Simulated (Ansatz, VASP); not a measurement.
## MgS in VASP and in Ansatz

File INCAR:

```
SYSTEM = MgS
ALGO = Normal
EDIFF = 1E-6
ENCUT = 520
GGA = PS
ISIF = 2
ISMEAR = -1
LASPH = .True.
LCHARG = .True.
LELF = .True.
LREAL = .False.
LVHAR = .True.
LWAVE = .False.
NBANDS = 11
NELM = 60
PREC = Accurate
SIGMA = 0.05
```

File KPOINTS:

```
k-points
0
Gamma
  7 7 7
  0 0 0
```

Contents of POSCAR:

```
MgS
1.0
    0.0000000000      2.7197952449      2.8331200468
    2.7197952449      0.0000000000      2.8331200468
    2.7197952449      2.7197952449      0.0000000000
S Mg
1 1
Direct
    0.2500000000      0.2500000000      0.2500000000
    0.0000000000      0.0000000000      0.0000000000
```

Contents of input.yaml:

```yaml
crystal:
  lattice:
    - [0.0, 2.7197952449, 2.8331200468]
    - [2.7197952449, 0.0, 2.8331200468]
    - [2.7197952449, 2.7197952449, 0.0]
  atoms:
    - { symbol: S, position: [0.25, 0.25, 0.25] }
    - { symbol: Mg, position: [0.0, 0.0, 0.0] }
hamiltonian:
  xc: pbesol
  pseudopotentials: { kind: paw }
kpoints:
  mp_grid: { grid: [7, 7, 7] }
  band_path:
    path:
      - [[0.0, 0.0, 0.0], [0.0, 0.5, 0.5], [-0.2304, 0.5, 0.2696], [-0.3652, 0.3652, 0.0], [0.0, 0.0, 0.0], [0.5, 0.5, 0.0], [0.3652, 0.6348, 0.0], [0.0, 0.5, 0.0], [0.25, 0.75, 0.5], [0.5, 0.7696, 0.2696], [0.5, 0.5, 0.0]]
      - [[0.0, 0.5, 0.5], [0.25, 0.75, 0.5]]
    npoints: 14
scf:
  occupations: { method: fermi_dirac, width: 0.05 }
  n_extra_bands: 6
output:
  forces: true
  stress: true
  eigenvalues: true
  fatbands: true
```

The cell comes from a database or a generator and needn't be the stable form of this composition.

Alike in both runs: functional PBEsol; k mesh 7 × 7 × 7; occupations fermi-dirac, width 0.05 eV; no spin polarisation.

|  | VASP | Ansatz |
| --- | --- | --- |
| version | VASP 6.6.1 | Ansatz 0.2.0 |
| potentials or method | VASP PAW PBE potentials, release 64 (S, Mg) | Ansatz PAW |
| plane-wave cutoff (eV) | 520 | 420 |
| valence electrons in the cell | 8 | 16 |
| task | single point | band structure |

VASP gave:

| Quantity | Value |
| --- | --- |
| gap on the k mesh at the Fermi level (eV) | 3.65 |
| least direct gap on the mesh (eV) | 3.65 |
| pressure (GPa) | 4.8 |
| largest component of the traceless stress (GPa) | 0.46 |

Which values does Ansatz return?

gap on the k mesh at the Fermi level (eV): 3.64; least direct gap on the mesh (eV): 3.64; pressure (GPa): 4.9; largest component of the traceless stress (GPa): 0.46.

The two sets of potentials don't hold the same shells in valence.

Caveats: the PAW data sets were made with another functional, which shifts forces and pressure a little (VASP); an odd mesh through Γ misses points on the zone boundary, where band edges often lie (VASP); the k mesh misses the band edges, so the gap on the mesh is wider than the one along the path (Ansatz); the PAW data sets come from PBE, with cores solved anew for the run's functional, which leaves a small shift of forces and pressure (Ansatz).
